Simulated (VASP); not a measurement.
# Settings for BaF₂: band structure

BaF₂, Fm-3m (no. 225), 3 atoms in the cell. PBE; PAW potentials Ba_sv, F (PBE set). VASP 6.6.1.

Wanted: band energies at the path's corners within 0.1 eV; smallest gap over path and mesh within 0.05 eV.

What the run is for: bands; Accuracy asked: screening; Route: fixed density (ICHARG 11).

Band energies at the path's corners: counted from the valence top.

POSCAR:
```
BaF2
1.0
    0.0000000000      3.1000500000      3.1000500000
    3.1000500000      0.0000000000      3.1000500000
    3.1000500000      3.1000500000      0.0000000000
Ba F
1 2
Direct
    0.0000000000      0.0000000000      0.0000000000
    0.7500000000      0.7500000000      0.7500000000
    0.2500000000      0.2500000000      0.2500000000
```

The series start from Plane-wave cutoff (eV): 460; k-point mesh: 5 × 5 × 5; k points a path segment: 12; Electronic threshold (eV): 1e-6; Precision mode (PREC): Accurate; Bands in all (NBANDS): 25; Aspherical gradient terms in the spheres (LASPH): yes. Each series keeps the choices made before it, and each single choice may use up half of a tolerance. Times cover all steps of a run.

## Plane-wave cutoff (eV)

| Plane-wave cutoff (eV) | Band energies at the path's corners, largest deviation (eV) | Smallest gap over path and mesh (eV) | Time (s) |
|---|---|---|---|
| 320 | 0.13 | 6.867 | 38 |
| 400 | 0.02 | 6.779 | 44 |
| 460 | 0.00 | 6.761 | 52 |
| 520 | 0.00 | 6.758 | 73 |
| 640 (reference) | 0.00 | 6.763 | 76 |

Chosen: 400, the loosest value from which every tighter one stays within half of the tolerance.

## k-point mesh

| k-point mesh | Band energies at the path's corners, largest deviation (eV) | Smallest gap over path and mesh (eV) | Time (s) |
|---|---|---|---|
| 2 × 2 × 2 | 0.03 | 6.753 | 38 |
| 3 × 3 × 3 | 0.00 | 6.778 | 37 |
| 4 × 4 × 4 | 0.00 | 6.779 | 39 |
| 5 × 5 × 5 | 0.00 | 6.779 | 44 |
| 6 × 6 × 6 | 0.00 | 6.779 | 42 |
| 8 × 8 × 8 (reference) | 0.00 | 6.779 | 48 |

Chosen: 3 × 3 × 3.

## Electronic threshold (eV)

| Electronic threshold (eV) | Band energies at the path's corners, largest deviation (eV) | Smallest gap over path and mesh (eV) | Time (s) |
|---|---|---|---|
| 0.001 | 0.00 | 6.777 | 18 |
| 0.0001 | 0.00 | 6.777 | 19 |
| 1e-5 | 0.00 | 6.777 | 20 |
| 1e-6 | 0.00 | 6.783 | 19 |
| 1e-7 (reference) | 0.00 | 6.783 | 23 |

Chosen: 0.001.

## Precision mode (PREC)

| Precision mode (PREC) | Band energies at the path's corners, largest deviation (eV) | Smallest gap over path and mesh (eV) | Time (s) |
|---|---|---|---|
| SingleN | 0.02 | 6.766 | 10 |
| Normal | 0.00 | 6.777 | 10 |
| Accurate (reference) | 0.00 | 6.777 | 18 |

Chosen: SingleN.

## Bands in all (NBANDS)

| Bands in all (NBANDS) | Band energies at the path's corners, largest deviation (eV) | Smallest gap over path and mesh (eV) | Time (s) |
|---|---|---|---|
| 14 | 0.06 | 6.766 | 6.6 |
| 15 | 0.01 | 6.766 | 6.9 |
| 16 | 0.00 | 6.766 | 7.2 |
| 18 | 0.00 | 6.768 | 7.8 |
| 25 | 0.00 | 6.766 | 10 |
| 35 (reference) | 0.00 | 6.766 | 13 |

Chosen: 15.

## Aspherical gradient terms in the spheres (LASPH)

| Aspherical gradient terms in the spheres (LASPH) | Band energies at the path's corners, largest deviation (eV) | Smallest gap over path and mesh (eV) | Time (s) |
|---|---|---|---|
| yes | 0.00 | 6.766 | 6.9 |
| no | 0.00 | 6.766 | 6.1 |

Chosen: yes; no other choice that stays within half of the tolerance saves 30 % of the time.

Also changed on the way, by series that aren't shown: k points a path segment: 5.

## All choices together

| Input | Band energies at the path's corners, largest deviation (eV) | Smallest gap over path and mesh (eV) | Time (s) |
|---|---|---|---|
| the program's defaults (naive) | 0.03 | 6.776 | 23 |
| chosen settings | 0.03 | 6.766 | 6.9 |
| reference settings throughout | 0.00 | 6.762 | 283 |

The tolerance is met.

## The input

INCAR.step1:
```
SYSTEM = BaF2
GGA      = PE             ! functional
ISMEAR   = 0              ! smearing method
SIGMA    = 0.03           ! smearing width, eV
LWAVE    = .False.        ! write WAVECAR
LCHARG   = .True.         ! write CHGCAR
NBANDS   = 15             ! bands
PREC     = SingleN        ! precision mode
LASPH    = .True.         ! aspherical terms in the spheres
LREAL    = .False.        ! projectors in reciprocal space
ALGO     = Normal         ! electronic algorithm
EDIFF    = 0.001          ! SCF threshold, eV
NELM     = 120            ! most SCF steps
GGA_COMPAT= .False.      
ENCUT    = 400            ! plane-wave cutoff, eV
EFERMI   = MIDGAP        
```

INCAR.step2, as INCAR.step1 but for:
```
- LCHARG = .True.
+ LCHARG = .False.
+ ICHARG = 11
```

KPOINTS.step1:
```
Automatic mesh
0
Gamma
  3 3 3
  0 0 0
```

KPOINTS.step2:
```
path GXWKGLUWLK,UX
5
line-mode
reciprocal
 0.0000000000  0.0000000000  0.0000000000  G
 0.5000000000  0.0000000000  0.5000000000  X

 0.5000000000  0.0000000000  0.5000000000  X
 0.5000000000  0.2500000000  0.7500000000  W

 0.5000000000  0.2500000000  0.7500000000  W
 0.3750000000  0.3750000000  0.7500000000  K

 0.3750000000  0.3750000000  0.7500000000  K
 0.0000000000  0.0000000000  0.0000000000  G

 0.0000000000  0.0000000000  0.0000000000  G
 0.5000000000  0.5000000000  0.5000000000  L

 0.5000000000  0.5000000000  0.5000000000  L
 0.6250000000  0.2500000000  0.6250000000  U

 0.6250000000  0.2500000000  0.6250000000  U
 0.5000000000  0.2500000000  0.7500000000  W

 0.5000000000  0.2500000000  0.7500000000  W
 0.5000000000  0.5000000000  0.5000000000  L

 0.5000000000  0.5000000000  0.5000000000  L
 0.3750000000  0.3750000000  0.7500000000  K

 0.6250000000  0.2500000000  0.6250000000  U
 0.5000000000  0.0000000000  0.5000000000  X
```

Commands (each step's output is kept before the next begins):
```
cat potpaw_PBE.64/Ba_sv/POTCAR potpaw_PBE.64/F/POTCAR > POTCAR
cp INCAR.step1 INCAR
cp KPOINTS.step1 KPOINTS
mpirun -np 1 vasp_std > vasp.out
cp INCAR.step2 INCAR
cp KPOINTS.step2 KPOINTS
mpirun -np 1 vasp_std > vasp.out
```

The naive input happens to agree within the tolerance here, in 23 s.

Limits: PBE gaps are mostly well below measured ones.

The chosen input took VASP 6.6.1 6.9 s on 1 core (AMD EPYC 9R45 (Zen 5)), a shared host.

## An input that fails: fixed density asked without a density file

VASP's message: ERROR: charge density could not be read from file CHGCAR for ICHARG>10.

Changes against the starting input:
```
- LCHARG = True
- NELM = 120
+ LCHARG = False
+ NELM = 89
+ ICHARG = 11
```
